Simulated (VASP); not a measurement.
**KF (Carobbiite): how cutoff and mesh change the relaxed cell**

How far does the relaxed cell of KF (Carobbiite) depend on cutoff and k mesh? The starting structure is a measured crystal structure from the Crystallography Open Database. The first relaxation on each setting starts from this cell expanded by 3 % in volume.

Calculated with VASP 6.6.1; Kohn-Sham DFT with plane waves and PAW; PBEsol.

**1. Starting point**

Symmetry: Fm-3m, No. 225, cubic system. The conventional cell has a = 5.344 Å, b = 5.344 Å, c = 5.344 Å, α = 90.00°, β = 90.00°, γ = 90.00°. K has 6 F at 2.67 Å nearest. Nearest to F lie 6 K at 2.67 Å. Farther neighbours and most contacts between anions are not listed.

**2. Reference relaxation**

This run starts from the cell of an earlier relaxation, which isn't shown; the restart sets up the plane waves anew.

Contents of INCAR:

```
SYSTEM = KF
PREC = Accurate
ENCUT = 520
EDIFF = 1E-06
NELM = 100
ISMEAR = 0
SIGMA = 0.03
LREAL = .FALSE.
ALGO = Normal
GGA = PS
NBANDS = 14
LORBIT = 11
LWAVE = .FALSE.
LCHARG = .FALSE.
KPAR = 4
IBRION = 2
NSW = 50
ISIF = 3
EDIFFG = -0.006
```

Contents of POSCAR:

```
KF
1.0
    0.0000000000      2.6569358152      2.6569358152
    2.6569358152      0.0000000000      2.6569358152
    2.6569358152      2.6569358152      0.0000000000
K F
1 1
Direct
    0.0000000000      0.0000000000      0.0000000000
    0.5000000000      0.5000000000      0.5000000000
```

Contents of KPOINTS:

```
Automatic mesh
0
Gamma
8 8 8
0 0 0
```

Potentials, in the order of the species: K_sv and F (PBE family, release 64).

The run is started by

```bash
> mpirun -np 4 vasp_std
```

Output:

```text
[banner, memory and clock lines left out]
running    4 mpi-ranks, on    1 nodes
 distrk:  each k-point on    1 cores,    4 groups
 distr:  one band on    1 cores,    1 groups

 POSCAR found type information on POSCAR K F
 POSCAR found :  2 types and       2 ions
|                                                                             |
|               ----> ADVICE to this user running VASP <----                  |
|                                                                             |
|     You enforced a specific xc type in the INCAR file but a different       |
|     [... a line on the potential file left out ...]
|     I HOPE YOU KNOW WHAT YOU ARE DOING!                                     |
|                                                                             |

 LDA part: xc-table for (Slater+PW92), standard interpolation
 POSCAR, INCAR and KPOINTS ok, starting setup
 FFT: planning ... GRIDC
 FFT: planning ... GRID_SOFT
 FFT: planning ... GRID
 WAVECAR not read
 entering main loop
       N       E                     dE             d eps       ncg     rms          rms(c)
DAV:   1     0.111660653808E+03    0.11166E+03   -0.83772E+03   820   0.112E+03
DAV:   2    -0.500881595890E+01   -0.11667E+03   -0.10830E+03  1068   0.298E+02
DAV:   3    -0.951291775425E+01   -0.45041E+01   -0.44879E+01  1010   0.529E+01
DAV:   4    -0.964049439453E+01   -0.12758E+00   -0.12754E+00  1120   0.831E+00
DAV:   5    -0.964202736443E+01   -0.15330E-02   -0.15330E-02  1036   0.927E-01    0.591E+00
DAV:   6    -0.855858679196E+01    0.10834E+01   -0.31626E+00   872   0.151E+01    0.411E+00
DAV:   7    -0.852505825344E+01    0.33529E-01   -0.81858E-02  1018   0.244E+00    0.238E+00
DAV:   8    -0.851818622401E+01    0.68720E-02   -0.52350E-02   932   0.238E+00    0.217E-01
DAV:   9    -0.851965114745E+01   -0.14649E-02   -0.54342E-03  1000   0.621E-01    0.121E-01
DAV:  10    -0.851995895399E+01   -0.30781E-03   -0.50268E-04   986   0.198E-01    0.742E-02
DAV:  11    -0.852018508481E+01   -0.22613E-03   -0.23342E-04   830   0.113E-01    0.161E-02
DAV:  12    -0.852017961581E+01    0.54690E-05   -0.16520E-05  1042   0.375E-02    0.416E-03
DAV:  13    -0.852018096127E+01   -0.13455E-05   -0.35321E-06   868   0.161E-02    0.438E-03
DAV:  14    -0.852018072251E+01    0.23876E-06   -0.66862E-07   690   0.866E-03
   1 F= -.85201807E+01 E0= -.85201807E+01  d E =-.852018E+01
 curvature:   0.00 expect dE= 0.000E+00 dE for cont linesearch  0.000E+00
 trial: gam= 0.00000 g(F)=  0.108E-59 g(S)=  0.317E-04 ort = 0.000E+00 (trialstep = 0.100E+01)
 search vector abs. value=  0.317E-04
 bond charge predicted
       N       E                     dE             d eps       ncg     rms          rms(c)
DAV:   1    -0.852055219571E+01   -0.37123E-03   -0.65619E-03   992   0.818E-01    0.143E-01
DAV:   2    -0.852023934994E+01    0.31285E-03   -0.11531E-03   932   0.308E-01    0.372E-02
DAV:   3    -0.852020362017E+01    0.35730E-04   -0.65097E-05  1322   0.778E-02    0.258E-02
DAV:   4    -0.852019902366E+01    0.45965E-05   -0.17965E-05  1468   0.308E-02    0.209E-02
DAV:   5    -0.852020122135E+01   -0.21977E-05   -0.20155E-06  1266   0.715E-03    0.255E-03
DAV:   6    -0.852020164523E+01   -0.42388E-06   -0.13813E-07   514   0.367E-03
   2 F= -.85202016E+01 E0= -.85202016E+01  d E =-.209227E-04
 trial-energy change:   -0.000021  1 .order   -0.000023   -0.000032   -0.000014
 step:   1.7482(harm=  1.7482)  dis= 0.00000  next Energy=    -8.520208 (dE=-0.277E-04)
 reached required accuracy - stopping structural energy minimisation
```

Run time: 6.2 s. Hardware: 4 MPI ranks of Intel Xeon 6975P-C (Granite Rapids), shared host; peak memory 0.63 GiB; 22 s of CPU time.

Lines that name or quote the potential files are left out of all logs, and their timing lines are given in words.

Parts of OUTCAR (step 2):

```text
ion  position               nearest neighbor table
   1  0.000  0.000  0.000-   2 2.66   2 2.66   2 2.66   2 2.66   2 2.66   2 2.66
   2  0.500  0.500  0.500-   1 2.66   1 2.66   1 2.66   1 2.66   1 2.66   1 2.66

  LATTYP: Found a face centered cubic cell.
 ALAT       =     5.3138716304

 Subroutine GETGRP returns: Found 48 space group operations
 (whereof 48 operations were pure point group operations)

The static configuration has the point symmetry O_h .

 Found     29 irreducible k-points:

   k-points           NKPTS =     29   k-points in BZ     NKDIM =     29   number of bands    NBANDS=     14

   dimension x,y,z NGX =    28 NGY =   28 NGZ =   28
   dimension x,y,z NGXF=    56 NGYF=   56 NGZF=   56

   ENCUT  =  520.0 eV  38.22 Ry    6.18 a.u.   6.99  6.99  6.99*2*pi/ulx,y,z

   NELECT =      16.0000    total number of electrons

 k-points in reciprocal lattice and weights: Automatic mesh
   0.00000000  0.00000000  0.00000000       0.002
   0.12500000  0.00000000  0.00000000       0.016
   0.25000000  0.00000000  0.00000000       0.016
   0.37500000  0.00000000  0.00000000       0.016
   0.50000000  0.00000000  0.00000000       0.008
   0.12500000  0.12500000  0.00000000       0.012
   0.25000000  0.12500000  0.00000000       0.047
   0.37500000  0.12500000  0.00000000       0.047
   0.50000000  0.12500000  0.00000000       0.047
[...]
-0.37500000  0.50000000  0.12500000       0.023
  -0.25000000  0.50000000  0.25000000       0.012

 average (electrostatic) potential at core
       1 -35.8310       2 -77.8117

 E-fermi :  -2.6515

 k-point     1 :       0.0000    0.0000    0.0000
  band No.  band energies     occupation
    ...
      4     -12.0714      2.00000
      5     -12.0714      2.00000
      6      -2.8599      2.00000
      7      -2.8599      2.00000
      8      -2.8599      2.00000
      9       3.2617      0.00000
     10       7.8231      0.00000
     11       7.8231      0.00000
     12       7.8231      0.00000
     13       9.5232      0.00000
    ...

 k-point     2 :       0.1250    0.0000    0.0000
  band No.  band energies     occupation
    ...
      4     -12.0771      2.00000
      5     -12.0771      2.00000
      6      -3.0083      2.00000
      7      -2.9163      2.00000
      8      -2.9163      2.00000
      9       3.7055      0.00000
     10       7.5597      0.00000
     11       8.0399      0.00000
     12       8.0399      0.00000
     13       9.6754      0.00000
    ...

 k-point     3 :       0.2500    0.0000    0.0000
  band No.  band energies     occupation
    ...
      4     -12.0907      2.00000
      5     -12.0907      2.00000
      6      -3.3215      2.00000
      7      -3.0494      2.00000
      8      -3.0494      2.00000
      9       4.8045      0.00000
     10       7.2028      0.00000
     11       8.5784      0.00000
     12       8.5784      0.00000
     13      10.1455      0.00000
    ...

  Total       -0.0089510     -0.0089510     -0.0089510      0.0000000      0.0000000     -0.0000000
  in kB       -0.3828853     -0.3828853     -0.3828853      0.0000000      0.0000000     -0.0000000
  external PRESSURE =      -0.3828853 kB  Pullay stress =       0.0000000 kB

  energy-cutoff  :      520.00
  volume of cell :       37.46
      direct lattice vectors                 reciprocal lattice vectors
     0.000000000  2.655595461  2.655595461    -0.188281689  0.188281689  0.188281689
     2.655595461 -0.000000000  2.655595461     0.188281689 -0.188281689  0.188281689
     2.655595461  2.655595461 -0.000000000     0.188281689  0.188281689 -0.188281689

 POSITION                                       TOTAL-FORCE (eV/Angst)
 -----------------------------------------------------------------------------------
      2.65560     -0.00000      2.65560        -0.000000     -0.000000     -0.000000
      2.65560      2.65560      2.65560         0.000000      0.000000      0.000000
 -----------------------------------------------------------------------------------
    total drift:                                0.000000      0.000000      0.000000

  FREE ENERGIE OF THE ION-ELECTRON SYSTEM (eV)
  ---------------------------------------------------
  free  energy   TOTEN  =        -8.5202016452 eV

  energy  without entropy=       -8.5202016452  energy(sigma->0) =       -8.52020165

 reached required accuracy - stopping structural energy minimisation

 total charge
# of ion       s       p       d       tot
------------------------------------------
    1        1.957   5.579   0.035   7.571
    2        1.728   4.342   0.000   6.070
--------------------------------------------------
tot          3.686   9.921   0.035  13.641

[... 3 further parts left out ...]
```

The PAW data sets were made with PBE, which is usual practice but a small mismatch for other functionals. The run keeps the 48 symmetry operations of its start, so it cannot find a distortion of lower symmetry.

The reference relaxation ends at 18.728 Å³ an atom.

**3. Relaxation with a cutoff of 400 eV**

Against step 2 the input has ENCUT = 400. This run starts from the cell of an earlier relaxation, which isn't shown; the restart sets up the plane waves anew.

Changes to INCAR since step 2:

```diff
@@ -2,3 +2,3 @@
 PREC = Accurate
-ENCUT = 520
+ENCUT = 400
 EDIFF = 1E-06
```

Contents of POSCAR:

```
KF
1.0
    0.0000000000      2.6016605937      2.6016605937
    2.6016605937      0.0000000000      2.6016605937
    2.6016605937      2.6016605937      0.0000000000
K F
1 1
Direct
    0.0000000000      0.0000000000      0.0000000000
    0.5000000000      0.5000000000      0.5000000000
```

KPOINTS is that of step 2.

The run is started by

```bash
> mpirun -np 4 vasp_std
```

Output:

```text
[banner, memory and clock lines left out]
running    4 mpi-ranks, on    1 nodes
[...]
[... a notice as in an earlier step ...]

 LDA part: xc-table for (Slater+PW92), standard interpolation
 POSCAR, INCAR and KPOINTS ok, starting setup
[...]
entering main loop
       N       E                     dE             d eps       ncg     rms          rms(c)
DAV:   1     0.892960801176E+02    0.89296E+02   -0.71919E+03   812   0.914E+02
DAV:   2    -0.610090395379E+01   -0.95397E+02   -0.89024E+02  1038   0.272E+02
DAV:   3    -0.948708841002E+01   -0.33862E+01   -0.33731E+01  1046   0.446E+01
DAV:   4    -0.958109224781E+01   -0.94004E-01   -0.93994E-01  1058   0.734E+00
[...]
DAV:  12    -0.851375966600E+01    0.58947E-05   -0.12899E-05  1006   0.331E-02    0.447E-03
DAV:  13    -0.851376077471E+01   -0.11087E-05   -0.26013E-06   850   0.139E-02    0.517E-03
DAV:  14    -0.851376048227E+01    0.29243E-06   -0.88074E-07   634   0.973E-03
   1 F= -.85137605E+01 E0= -.85137605E+01  d E =-.851376E+01
[...]
DAV:   7    -0.852477812301E+01   -0.21692E-04   -0.29381E-05  1302   0.384E-02    0.231E-03
DAV:   8    -0.852477783624E+01    0.28677E-06   -0.50659E-07   592   0.670E-03
   2 F= -.85247778E+01 E0= -.85247778E+01  d E =-.110174E-01
 trial-energy change:   -0.011017  1 .order   -0.010927   -0.027898    0.006044
 step:   0.8242(harm=  0.8219)  dis= 0.00000  next Energy=    -8.525308 (dE=-0.115E-01)
[...]
N       E                     dE             d eps       ncg     rms          rms(c)
DAV:   1    -0.853451512954E+01   -0.97370E-02   -0.17633E-01  1010   0.423E+00    0.720E-01
DAV:   2    -0.852630878654E+01    0.82063E-02   -0.26996E-02   944   0.152E+00    0.186E-01
DAV:   3    -0.852539183485E+01    0.91695E-03   -0.17064E-03  1396   0.400E-01    0.145E-01
DAV:   4    -0.852528796778E+01    0.10387E-03   -0.40116E-04  1462   0.146E-01    0.116E-01
DAV:   5    -0.852531036166E+01   -0.22394E-04   -0.60926E-05  1274   0.338E-02    0.145E-02
DAV:   6    -0.852531152866E+01   -0.11670E-05   -0.59358E-06  1512   0.161E-02    0.366E-03
DAV:   7    -0.852531082611E+01    0.70255E-06   -0.28345E-07   604   0.489E-03
   3 F= -.85253108E+01 E0= -.85253108E+01  d E =-.115503E-01
[...]
reached required accuracy - stopping structural energy minimisation
```

It took 5.6 s on 4 MPI ranks; peak memory 0.53 GiB.

OUTCAR, selected parts (step 3):

```text
  Total       -0.0005065     -0.0005065     -0.0005065      0.0000000     -0.0000000     -0.0000000
  in kB       -0.0239160     -0.0239160     -0.0239160      0.0000000     -0.0000000     -0.0000000
  external PRESSURE =      -0.0239160 kB  Pullay stress =       0.0000000 kB

 POSITION                                       TOTAL-FORCE (eV/Angst)
 -----------------------------------------------------------------------------------
      0.00000      0.00000      0.00000         0.000000      0.000000      0.000000
      2.56954      2.56954      2.56954        -0.000000     -0.000000     -0.000000
 -----------------------------------------------------------------------------------
    total drift:                                0.000000     -0.000000      0.000000

  FREE ENERGIE OF THE ION-ELECTRON SYSTEM (eV)
  ---------------------------------------------------
  free  energy   TOTEN  =        -8.5253108261 eV

  energy  without entropy=       -8.5253108261  energy(sigma->0) =       -8.52531083

[... 2 parts as in an earlier step ...]

[... 2 further parts left out ...]
[key lines of the parts left out:]
E-fermi :  -2.3943
```

With a cutoff of 400 eV the cell ends at 16.966 Å³ an atom, -9.41 % from the reference, and since the restart alone still moved it by -3.7 % it may not have settled.

**4. Relaxation with a 4×4×4 mesh**

Against step 2 the input has a 4×4×4 mesh. This run starts from the cell of an earlier relaxation, which isn't shown; the restart sets up the plane waves anew.

Changes to INCAR since step 3:

```diff
@@ -2,3 +2,3 @@
 PREC = Accurate
-ENCUT = 400
+ENCUT = 520
 EDIFF = 1E-06
```

Contents of POSCAR:

```
KF
1.0
    0.0000000000      2.6568164679      2.6568164679
    2.6568164679      0.0000000000      2.6568164679
    2.6568164679      2.6568164679      0.0000000000
K F
1 1
Direct
    0.0000000000      0.0000000000      0.0000000000
    0.5000000000      0.5000000000      0.5000000000
```

Contents of KPOINTS:

```
Automatic mesh
0
Gamma
4 4 4
0 0 0
```

The run is started by

```bash
> mpirun -np 4 vasp_std
```

Output:

```text
[... set-up lines as in an earlier step ...]
 entering main loop
       N       E                     dE             d eps       ncg     rms          rms(c)
DAV:   1     0.108076168730E+03    0.10808E+03   -0.83048E+03   224   0.111E+03
DAV:   2    -0.508168474876E+01   -0.11316E+03   -0.10342E+03   278   0.299E+02
DAV:   3    -0.949698997527E+01   -0.44153E+01   -0.43984E+01   286   0.536E+01
DAV:   4    -0.964095567076E+01   -0.14397E+00   -0.14390E+00   298   0.800E+00
[...]
DAV:  12    -0.852016497217E+01    0.32019E-05   -0.12563E-05   274   0.337E-02    0.411E-03
DAV:  13    -0.852016617559E+01   -0.12034E-05   -0.27131E-06   236   0.145E-02    0.368E-03
DAV:  14    -0.852016601819E+01    0.15740E-06   -0.46212E-07   208   0.748E-03
   1 F= -.85201660E+01 E0= -.85201660E+01  d E =-.852017E+01
[...]
N       E                     dE             d eps       ncg     rms          rms(c)
DAV:   1    -0.852051726107E+01   -0.35109E-03   -0.62327E-03   284   0.797E-01    0.139E-01
DAV:   2    -0.852022253518E+01    0.29473E-03   -0.11026E-03   260   0.300E-01    0.363E-02
DAV:   3    -0.852018838083E+01    0.34154E-04   -0.61509E-05   346   0.755E-02    0.251E-02
DAV:   4    -0.852018363705E+01    0.47438E-05   -0.17887E-05   396   0.305E-02    0.204E-02
DAV:   5    -0.852018558400E+01   -0.19469E-05   -0.18100E-06   348   0.705E-03    0.265E-03
DAV:   6    -0.852018595955E+01   -0.37555E-06   -0.15392E-07   136   0.380E-03
   2 F= -.85201860E+01 E0= -.85201860E+01  d E =-.199414E-04
 trial-energy change:   -0.000020  1 .order   -0.000021   -0.000030   -0.000013
 step:   1.7299(harm=  1.7299)  dis= 0.00000  next Energy=    -8.520192 (dE=-0.259E-04)
 reached required accuracy - stopping structural energy minimisation
```

Wall time 3.6 s (4 MPI ranks); peak memory 0.58 GiB; 12 s of CPU time.

OUTCAR, selected parts (step 4):

```text
  Total       -0.0085911     -0.0085911     -0.0085911     -0.0000000      0.0000000      0.0000000
  in kB       -0.3675230     -0.3675230     -0.3675230     -0.0000000      0.0000000      0.0000000
  external PRESSURE =      -0.3675230 kB  Pullay stress =       0.0000000 kB

 POSITION                                       TOTAL-FORCE (eV/Angst)
 -----------------------------------------------------------------------------------
      2.65551      5.31102      2.65551         0.000000      0.000000      0.000000
      2.65551      2.65551      2.65551         0.000000     -0.000000     -0.000000
 -----------------------------------------------------------------------------------
    total drift:                                0.000000      0.000000      0.000000

  FREE ENERGIE OF THE ION-ELECTRON SYSTEM (eV)
  ---------------------------------------------------
  free  energy   TOTEN  =        -8.5201859595 eV

  energy  without entropy=       -8.5201859595  energy(sigma->0) =       -8.52018596

[... 1 part as in an earlier step ...]

[... 3 further parts left out ...]
[key lines of the parts left out:]
E-fermi :  -2.7072
```

With a 4×4×4 mesh the cell ends at 18.726 Å³ an atom, -0.01 % from the reference.

[end of part 1 of 2]

[Lines on the potential files, build, host, timing and source positions are cut from VASP's logs without a mark.]

[Logs are printed without paths, hosts, clocks, repeated set-up lines and the standing remarks that a program may print on its own settings, such as how far it seeks lower states.]

[Hosts, paths, dates, database ids (printed as entryN), source tags and the programs' standing remarks are cut or masked in the printed files.]
